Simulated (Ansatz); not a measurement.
# ZnS: zone-centre modes

Method: DFT PBE, scalar-relativistic, plane waves, PAW (Ansatz). Settings: 420 eV plane-wave cutoff, Γ-centred 10×10×10 mesh, fixed occupations. No spin polarisation. Phonons by linear response, acoustic sum rule imposed.

Equilibrium structure at this level:
```xyz
2
Lattice="0.0000 2.7218 2.7218 2.7218 0.0000 2.7218 2.7218 2.7218 0.0000" Properties=species:S:1:pos:R:3 pbc="T T T"
Zn    1.3609    1.3609    1.3609
S     0.0000    0.0000    0.0000
```

Optical modes at Γ (transverse, no macroscopic field); i marks an imaginary frequency:
| frequency (THz) | degeneracy | IR intensity of the level ((D/Å)²/amu) | Raman activity of the level (Å⁴/amu) |
| --- | --- | --- | --- |
| 7.80 | 3 | 13.18 | 5.7 |

All 3 optical modes at Γ are real: no displacement of atoms at fixed cell lowers the energy to second order. Strains and modes at other wave vectors aren't tested by this run.

| Quantity | Value |
| --- | --- |
| Electronic dielectric constant ε∞ (principal values) | 5.95 |
| Static dielectric constant ε0 (principal values) | 9.4 |
| Refractive index √ε∞, mean | 2.44 |
| Kohn–Sham gap on the mesh | 2.01 eV |
| Cost | 3.3 min on 1 thread of AMD EPYC 7R43 64-Core Processor (Zen 3), with other jobs on the host, peak memory 0.96 GiB |

Born effective charges (e):
```
       atom Z*xx Z*yy Z*zz mean
Zn (atom 1)   2.02   2.02   2.02   2.02
 S (atom 2)  -2.02  -2.02  -2.02  -2.02
```